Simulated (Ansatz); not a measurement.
## Si2C3 and its competing phases

These are results of DFT PBE, scalar-relativistic, plane waves, PAW in Ansatz 0.2.0, not measurements. Settings: cutoff 420 eV, Γ-centred meshes spaced at most about 0.3 Å⁻¹, and about 0.25 Å⁻¹ or finer for metals (2π included), Gaussian smearing. No spin polarisation.

Energies over the elements count from the elements' standard structures at the same level, with no fitted energy shifts.

These are static total energies at zero pressure. Weakly bound directions are ill-defined at this level, which has no dispersion term (Si2C3 P6_3/mmc). The reference form of C is held partly by dispersion forces, which this level lacks.

The competitors are the elements and 2 reference phases of this chemical system (from databases or known types: Si7C, SiC), relaxed at the same level; other known phases may be missing.

The candidate was reached from: Si and C ordered on hcp sites.

```yaml
crystal:
  lattice:
    - [2.62716, 0.00000, 0.00000]
    - [-1.31358, 2.27519, 0.00000]
    - [0.00000, 0.00000, 23.17853]
  atoms:
    - { symbol: Si, position: [0.66667, 0.33333, 0.19659] }
    - { symbol: Si, position: [0.66667, 0.33333, 0.30341] }
    - { symbol: Si, position: [0.33333, 0.66667, 0.69659] }
    - { symbol: Si, position: [0.33333, 0.66667, 0.80341] }
    - { symbol: C, position: [0.66667, 0.33333, 0.75000] }
    - { symbol: C, position: [0.66667, 0.33333, 0.00000] }
    - { symbol: C, position: [0.66667, 0.33333, 0.50000] }
    - { symbol: C, position: [0.33333, 0.66667, 0.00000] }
    - { symbol: C, position: [0.33333, 0.66667, 0.25000] }
    - { symbol: C, position: [0.33333, 0.66667, 0.50000] }
```

Question: Into what would it decompose?

Answer: Its formation energy is 0.726 eV/atom. The lowest competing mixture at this composition is this:

```csv
phase,space group,source,share of atoms,ΔE_f (eV/atom)
C,-,element,0.2000,-0.0002
SiC,P6_3mc (No. 186),Materials Project,0.8000,-0.204
```

The lowest database cell of C (-0.0002) lies slightly below the reference, hence the non-zero entry.

The mixture lies at -0.163 eV/atom, and the candidate lies 0.89 eV/atom above it. The candidate matches no cell in the subsets of the Crystallography Open Database and the Materials Project at hand. A phase this far over the hull is unlikely to be made. It holds Si–Si pairs (shortest 2.48 Å) and C–C nets (shortest 1.52 Å).
